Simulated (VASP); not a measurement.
# SnSe (Fm-3m) in VASP: notebook

One crystal, SnSe, is run at these levels: PBE+D3(BJ); tasks: relaxation of cell and atoms.

All numbers are computed with VASP 6.6.1; they aren't measurements. Logs are shortened: lines on timing, memory, paths and dates and some standing lists are left out, and cuts for length are marked.

## Step 1: The structure

Symmetry: Fm-3m, No. 225, cubic system. Conventional cell: a = 6.020 Å, b = 6.020 Å, c = 6.020 Å, α = 90.00°, β = 90.00°, γ = 90.00°. Sn (site symmetry m-3m) has 6 Se at 3.01 Å as nearest neighbours. Se (site symmetry m-3m) has 6 Sn at 3.01 Å as nearest neighbours.

Measurements of this composition are mostly on another form, of space group No. 62.

## Step 2: Relaxation of cell and atoms, PBE+D3(BJ)

The input, INCAR:

```
SYSTEM = SnSe
ALGO = Normal ; EDIFF = 1E-6
EDIFFG = -0.01 ; ENCUT = 600
GGA = PE ; IBRION = 2
ISIF = 3 ; ISMEAR = 0
IVDW = 12 ; LASPH = .TRUE.
LCHARG = .FALSE. ; LREAL = .FALSE.
LWAVE = .FALSE. ; NELM = 80
NSW = 90 ; PREC = Accurate
SIGMA = 0.03
```

The input, KPOINTS:

```
k-points
0
G
  10 10 10
  0 0 0
```

The input, POSCAR:

```
SnSe
1.0
    0.0000000000      3.0100000000      3.0100000000
    3.0100000000      0.0000000000      3.0100000000
    3.0100000000      3.0100000000      0.0000000000
Sn Se
1 1
Direct
    0.0000000000      0.0000000000      0.0000000000
    0.5000000000      0.5000000000      0.5000000000
```

Potentials or basis: VASP PAW PBE potentials, release 64 (Sn_d, Se).

Launch:

```console
> cat potpaw_PBE.64/Sn_d/POTCAR potpaw_PBE.64/Se/POTCAR > POTCAR
> mpirun -np 1 vasp_std > vasp.out
```

OUTCAR:

```text
SYSTEM = SnSe
   EDIFF = 1E-6
   EDIFFG = -0.01
   ENCUT = 600
   GGA = PE
   IBRION = 2
   ISIF = 3
   ISMEAR = 0
   IVDW = 12
   LASPH = .TRUE.
   LREAL = .FALSE.
   NELM = 80
   NSW = 90
   PREC = Accurate
 IVDW          = 12

 ion  position               nearest neighbor table
   1  0.000  0.000  0.000-   2 3.01   2 3.01   2 3.01   2 3.01   2 3.01   2 3.01
   2  0.500  0.500  0.500-   1 3.01   1 3.01   1 3.01   1 3.01   1 3.01   1 3.01

  LATTYP: Found a face centered cubic cell.
 ALAT       =     6.0200000000

  Lattice vectors:

 A1 = (   0.0000000000,   3.0100000000,   3.0100000000)
 A2 = (   3.0100000000,   0.0000000000,   3.0100000000)
 A3 = (   3.0100000000,   3.0100000000,   0.0000000000)

Analysis of symmetry for initial positions (statically):
=====================================================================
 Subroutine PRICEL returns:
 Original cell was already a primitive cell.

 Routine SETGRP: Setting up the symmetry group for a
 face centered cubic supercell.

 Subroutine GETGRP returns: Found 48 space group operations
 (whereof 48 operations were pure point group operations)
 out of a pool of 48 trial point group operations.

The static configuration has the point symmetry O_h .

Analysis of symmetry for dynamics (positions and initial velocities):
=====================================================================
 Subroutine PRICEL returns:
 Original cell was already a primitive cell.

 Routine SETGRP: Setting up the symmetry group for a
 face centered cubic supercell.

 Subroutine GETGRP returns: Found 48 space group operations
 (whereof 48 operations were pure point group operations)
 out of a pool of 48 trial point group operations.

The dynamic configuration has the point symmetry O_h .

 Subroutine INISYM returns: Found 48 space group operations
 (whereof 48 operations are pure point group operations),
 and found     1 'primitive' translations

----------------------------------------------------------------------------------------

                                     Primitive cell

  volume of cell :      54.5418

  direct lattice vectors                    reciprocal lattice vectors
     0.000000000  3.010000000  3.010000000    -0.166112957  0.166112957  0.166112957
     3.010000000  0.000000000  3.010000000     0.166112957 -0.166112957  0.166112957
     3.010000000  3.010000000  0.000000000     0.166112957  0.166112957 -0.166112957

  length of vectors
     4.256782823  4.256782823  4.256782823     0.287716081  0.287716081  0.287716081

  position of ions in fractional coordinates (direct lattice)
     0.000000000  0.000000000  0.000000000
     0.500000000  0.500000000  0.500000000

  ion indices of the primitive-cell ions
   primitive index   ion index
                 1           1
                 2           2

[... 76 lines left out ...]
   NFREE  =      1    steps in history (QN), initial steepest desc. (CG)
   ISIF   =      3    stress and relaxation
   ISYM   =      2    0-nonsym 1-usesym 2-fastsym
   POTIM  = 0.5000    time-step for ionic-motion
   TEBEG  =    0.0;   TEEND  =   0.0 temperature during run
   PSTRESS=    0.0 pullay stress
   NELECT =      20.0000    total number of electrons
   NUPDOWN=      -1.0000    fix difference up-down
   EMIN   =  10.00;   EMAX   =-10.00  energy-range for DOS
   EFERMI =   0.00;   METHOD = LEGACY
   ISMEAR =     0;   SIGMA  =   0.03  broadening in eV -4-tet -1-fermi 0-gaus
   EFERMI_NEDOS =   21; number of points for ismear=-14 and -15
   IALGO  =     38    algorithm
   IMIX   =      4    mixing-type and parameters
     AMIX     =   0.40;   BMIX     =  1.00
     AMIX_MAG =   1.60;   BMIX_MAG =  1.00
  volume/ion in A,a.u.               =      27.27       184.03
  Fermi-wavevector in a.u.,A,eV,Ry     =   1.171768  2.214321 18.681350  1.373040
  Thomas-Fermi vector in A             =   2.308207
   LORBIT       =      0    0 simple, 1 ext, 2 COOP (PROOUT), +10 PAW based schemes
   GGA     = PE    functional components
   LHFCALC =     F    Hartree Fock is set to
   AEXX    =    0.0000 exact exchange contribution
   IVDW    =    12    specifies the selected vdW correction
   LEPSILON=     F    determine dielectric tensor
   LRPA    =     F    only Hartree local field effects (RPA)
 conjugate gradient relaxation of ions
 non-spin polarized calculation
 Gauss-broadening in eV      SIGMA  =   0.03
  energy-cutoff  :      600.00
  volume of cell :       54.54
 maximum number of plane-waves:      1849
 NGX is ok and might be reduce to    36
   NGX = 17   NGY = 17   NGZ = 17

--------------------------------------- Ionic step        1  -------------------------------------------

 number of electron      19.9999999 magnetization

 Free energy of the ion-electron system (eV)
  ---------------------------------------------------
  ext. energy  EPLUGINS =         0.00000000
  ---------------------------------------------------
  free energy    TOTEN  =        -8.21326278 eV

  energy without entropy =       -8.21326278  energy(sigma->0) =       -8.21326278

------------------------ aborting loop because EDIFF is reached ----------------------------------------

 Edisp (eV)   -0.70660

 E8    (eV) :    -0.3185
[... 71 lines left out ...]
--------------------------------------- Ionic step        3  -------------------------------------------

 number of electron      19.9999998 magnetization

 Free energy of the ion-electron system (eV)
  ---------------------------------------------------
  ext. energy  EPLUGINS =         0.00000000
  ---------------------------------------------------
  free energy    TOTEN  =        -8.20168283 eV

  energy without entropy =       -8.20168283  energy(sigma->0) =       -8.20168283

 E-fermi :   5.9842     XC(G=0):  -9.6935

 val. band max:        5.8075632912   @ k =   0.5000   0.0000   0.0000
 cond. band min:       6.3270407853   @ k =  -0.4000   0.1000   0.0000
 fundamental gap:      0.5194774940
 Fermi energy:         5.9841987495

 k-point     1 :       0.0000    0.0000    0.0000
  band No.  band energies     occupation
      1     -15.7749      2.00000
      2     -15.7749      2.00000
      3     -15.7749      2.00000
      4     -15.7735      2.00000
      5     -15.7735      2.00000
      6      -8.1835      2.00000
      7       0.8289      2.00000
      8       3.5767      2.00000
      9       3.5767      2.00000
     10       3.5767      2.00000
     11      10.2219      0.00000
     12      10.2219      0.00000
     13      10.2219      0.00000
     14      11.6650      0.00000
[... 377 lines left out ...]
      1     -15.7957      2.00000
      2     -15.7794      2.00000
      3     -15.7684      2.00000
      4     -15.7604      2.00000
      5     -15.7594      2.00000
      6      -7.2055      2.00000
      7      -0.9885      2.00000
      8       1.9747      2.00000
      9       2.4284      2.00000
     10       2.8134      2.00000
     11       9.2328      0.00000
     12       9.7620      0.00000
     13      10.4149      0.00000
     14      10.8113      0.00000

 [... further k-points ...]

------------------------ aborting loop because EDIFF is reached ----------------------------------------

 Edisp (eV)   -0.72207

 E8    (eV) :    -0.3254
[... 25 lines left out ...]
  FREE ENERGIE OF THE ION-ELECTRON SYSTEM (eV)
  ---------------------------------------------------
  free  energy   TOTEN  =        -8.9237572882 eV

  energy  without entropy=       -8.9237572882  energy(sigma->0) =       -8.92375729

 reached required accuracy - stopping structural energy minimisation
```

CONTCAR:

```text
SnSe
   1.00000000000000
     0.0000000000000000    2.9889450431147111    2.9889450431147111
     2.9889450431147111    0.0000000000000000    2.9889450431147111
     2.9889450431147111    2.9889450431147111    0.0000000000000000
  Sn              Se
     1     1
Direct
     0.0000000000000000    0.0000000000000000    0.0000000000000000
     0.5000000000000000    0.5000000000000000    0.5000000000000000

  0.00000000E+00  0.00000000E+00  0.00000000E+00
  0.00000000E+00  0.00000000E+00  0.00000000E+00
```

Wall time 68 s (1 thread of Intel Xeon Platinum 8375C at 2.90GHz (Ice Lake), shared host); peak memory 0.25 GiB.

What came out:

| Quantity | Value |
| --- | --- |
| Free energy | -8.9238 eV |
| Relaxed volume | 26.70 Å³/atom |
| Relaxed cell | a = 4.227 Å, b = 4.227 Å, c = 4.227 Å, α = 60.00°, β = 60.00°, γ = 60.00° |
| Space group after relaxing (to 0.05 Å) | Fm-3m (No. 225) |
| Energy gained by relaxing | 1.9 meV/atom |
| Ionic steps | 3 |
| Pressure after relaxing | 0.0 GPa |
| Band gap on the k mesh | 0.52 eV, indirect (least direct gap 0.64 eV) |
| Dispersion energy per atom | -0.361 eV |

The path:
| step | energy change (eV) | largest force (eV/Å) | pressure (GPa) | volume (Å³) |
| --- | --- | --- | --- | --- |
| 1 | 0.0000 | 0.0000 | -1.10 | 54.54 |
| 2 | -0.0036 | 0.0000 | 0.31 | 53.08 |
| 3 | -0.0039 | 0.0000 | 0.01 | 53.41 |

Final structure:
```
CELL_PARAMETERS angstrom
0.00000 2.98895 2.98895
2.98895 0.00000 2.98895
2.98895 2.98895 0.00000
ATOMIC_POSITIONS crystal
Sn 0.00000 0.00000 0.00000
Se 0.50000 0.50000 0.50000
```

Caveat: spin-orbit coupling is left out, which moves the levels of the heavy elements. A k mesh can miss the band edges.

(Continued in part 2 of 2.)
